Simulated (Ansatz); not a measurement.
# BP: how the settings move a single-point run

Question: which choices in the input matter for BP? The cell is built on a prototype (CsCl type) and needn't be the phase found in nature.

Method: reference: DFT, r2SCAN, plane waves, PAW, in Ansatz 0.2.0.

10 further runs of the same task are left out: 6 for a known fault of the program, 4 that didn't finish.

**1. The starting structure**

Symmetry: Pm-3m, No. 221, cubic system. The conventional cell has a = 2.708 Å, b = 2.708 Å, c = 2.708 Å, α = 90.00°, β = 90.00°, γ = 90.00°. Around B (site symmetry m-3m) lie 8 P at 2.35 Å. P (site symmetry m-3m) has 8 B at 2.35 Å as nearest neighbours.

Structure file:

```
CELL_PARAMETERS angstrom
2.70805 0.00000 0.00000
0.00000 2.70805 0.00000
0.00000 0.00000 2.70805
ATOMIC_POSITIONS crystal
B 0.00000 0.00000 0.00000
P 0.50000 0.50000 0.50000
```

**2. Baseline**

input.yaml reads:

```yaml
crystal:
  lattice:
    - [2.7080526438, 0.0, 0.0]
    - [0.0, 2.7080526438, 0.0]
    - [0.0, 0.0, 2.7080526438]
  atoms:
    - { symbol: B, position: [0.0, 0.0, 0.0] }
    - { symbol: P, position: [0.5, 0.5, 0.5] }
kpoints:
  mp_grid: { grid: [6, 6, 6] }
hamiltonian:
  xc: r2scan
scf:
  occupations: { method: fermi_dirac, width: 0.02 }
  n_extra_bands: 4
output:
  forces: true
  stress: true
  eigenvalues: true
```

The run is started by

```
$ ansatz run input.yaml --threads 4 --pin off --max-ram 3686MiB --backend cpu --events-out ev --progress --plain --runs-dir out
```

**3. Variant: mixing.ndim 30**

Changes to input.yaml since step 2:

```diff
@@ -15,2 +15,4 @@
   n_extra_bands: 4
+  mixing: { ndim: 30 }
+  max_iter: 67
 output:
```

**4. Variant: ecutrho_ratio 8**

Changes to input.yaml since step 2:

```diff
@@ -15,2 +15,3 @@
   n_extra_bands: 4
+  max_iter: 98
 output:
@@ -19 +20,3 @@
   eigenvalues: true
+basis:
+  ecutrho_ratio: 8
```

**5. A run with other settings**

Changes to input.yaml since step 2:

```diff
@@ -13,3 +13,3 @@
 scf:
-  occupations: { method: fermi_dirac, width: 0.02 }
+  occupations: { method: fixed }
   n_extra_bands: 4
```

**7. Variant: occupations.method gaussian, occupations.width 0.2**

Changes to input.yaml since step 2:

```diff
@@ -13,3 +13,3 @@
 scf:
-  occupations: { method: fermi_dirac, width: 0.02 }
+  occupations: { method: gaussian, width: 0.2 }
   n_extra_bands: 4
```

**8. Changed: n_extra_bands 24**

Changes to input.yaml since step 2:

```diff
@@ -14,3 +14,3 @@
   occupations: { method: fermi_dirac, width: 0.02 }
-  n_extra_bands: 4
+  n_extra_bands: 24
 output:
```

**9. Changing settings: dispersion rvv10**

Changes to input.yaml since step 2:

```diff
@@ -12,2 +12,3 @@
   xc: r2scan
+  dispersion: rvv10
 scf:
```

(Steps that only read results are left out.)

Q: Predict the outcome of this session. Wanted: for each run, ending; energy change; pressure; gap; force.

As calculated:

```
                                                  run     ending                                     energy change  pressure (GPa)  gap (eV)  force (eV/Å)  cycles   time
                                            reference  converged                                                 0             4.0      0.00          0.00       6  1.2 s
                                    1: mixing.ndim 30  converged                                      0.0 meV/atom             4.0      0.00          0.00       6  1.1 s
                                   2: ecutrho_ratio 8  converged                                      0.0 meV/atom             4.0      0.00          0.00       6  1.4 s
          3: occupations.method fixed, width left out  converged                             +664.3 meV/atom (σ→0)             9.1      0.00          0.00       6  1.1 s
4: occupations.method gaussian, occupations.width 0.2  converged                               -1.6 meV/atom (σ→0)             3.7      0.00          0.00       6    1 s
                                  5: n_extra_bands 24  converged                                      0.0 meV/atom             4.0      0.00          0.00       7  1.2 s
                                  6: dispersion rvv10  converged  +264.7 meV/atom (offset of the dispersion model)             3.5      0.00          0.00       6  1.8 s
```

Residual by cycle in the longest SCF loop of each run; runs are numbered as in the table. The quantity is the density residual dr2, in eV.

```
cycle  reference    run 1    run 2    run 3    run 4    run 5    run 6
    1     0.0273   0.0273   0.0273   0.0311   0.0198   0.0257   0.0273
    2    0.00731  0.00731  0.00732  0.00184  0.00376  0.00632  0.00727
    3     4.4e-4   4.4e-4   4.4e-4   5.6e-4   6.8e-5   4.7e-4   4.7e-4
    4     3.5e-5   3.5e-5   3.5e-5   8.9e-5   1.5e-6   7.4e-5   3.5e-5
    5     9.6e-7   9.6e-7   9.6e-7   4.0e-6   4.6e-8   1.5e-6   9.9e-7
    6     4.8e-8   4.8e-8   4.8e-8   5.9e-8   5.6e-9   2.1e-7   4.7e-8
    7          -        -        -        -        -   2.4e-8        -
```

**Reading.** Run 3 forced a fixed filling on bands that overlap, as the log warns, so it is not on the ground state.
